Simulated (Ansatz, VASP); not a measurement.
One calculation of CdTe, two programs

INCAR

```
SYSTEM = CdTe
PREC = Accurate
ENCUT = 520
EDIFF = 1E-7
ISMEAR = -1
SIGMA = 0.05
LREAL = .FALSE.
LASPH = .TRUE.
NELM = 100
ALGO = Normal
ISIF = 2
LWAVE = .FALSE.
LCHARG = .TRUE.
GGA = RE
IVDW = 13
LELF = .TRUE.
LVHAR = .TRUE.
NBANDS = 16
```

File KPOINTS:

```
regular mesh
0
G
  7 7 7
  0 0 0
```

The input POSCAR:

```
CdTe
1.0
    0.0000000000      3.1395734784      3.1395734784
    3.1395734784      0.0000000000      3.1395734784
    3.1395734784      3.1395734784      0.0000000000
Te Cd
1 1
Direct
    0.7500000000      0.7500000000      0.7500000000
    0.0000000000      0.0000000000      0.0000000000
```

File input.yaml:

```yaml
crystal:
  lattice:
    - [0.0, 3.1395734784, 3.1395734784]
    - [3.1395734784, 0.0, 3.1395734784]
    - [3.1395734784, 3.1395734784, 0.0]
  atoms:
    - { symbol: Te, position: [0.75, 0.75, 0.75] }
    - { symbol: Cd, position: [0.0, 0.0, 0.0] }
hamiltonian:
  xc: revpbe
  pseudopotentials: { kind: paw }
  dispersion: d4
kpoints:
  mp_grid: { grid: [7, 7, 7] }
scf:
  occupations: { method: fermi_dirac, width: 0.05 }
output:
  forces: true
  stress: true
  eigenvalues: true
```

Alike in both runs: task single point; functional revPBE; dispersion D4; k mesh 7 × 7 × 7; occupations fermi-dirac, width 0.05 eV; no spin polarisation.

|  | VASP | Ansatz |
| --- | --- | --- |
| version | VASP 6.6.1 | Ansatz 0.2.0 |
| potentials or method | VASP PAW PBE potentials, release 64 (Te, Cd) | Ansatz PAW |
| plane-wave cutoff (eV) | 520 | 420 |
| valence electrons in the cell | 18 | 36 |

Ansatz gave:

```
gap on the k mesh at the Fermi level (eV) : 1.18
least direct gap on the mesh (eV)         : 1.18
pressure (GPa)                            : 5.6
dispersion energy (meV/atom)              : -634.6
```

Question: Which values does VASP return?

Answer: gap on the k mesh at the Fermi level (eV): 1.18; least direct gap on the mesh (eV): 1.18; pressure (GPa): 5.8; dispersion energy (meV/atom): -634.4.

The two sets of potentials don't hold the same shells in valence.

Caveats: spin-orbit coupling is left out, which moves the levels of the heavy elements; the PAW data sets were made with another functional, which shifts forces and pressure a little (VASP); odd divisions of the mesh miss points on the zone boundary, where band edges often lie, so the gap on the mesh can be too wide (Ansatz); the PAW data sets come from PBE, with cores solved anew for the run's functional, which leaves a small shift of forces and pressure (Ansatz). Expect the measured gap to be larger: semilocal functionals such as revPBE lack the derivative discontinuity.
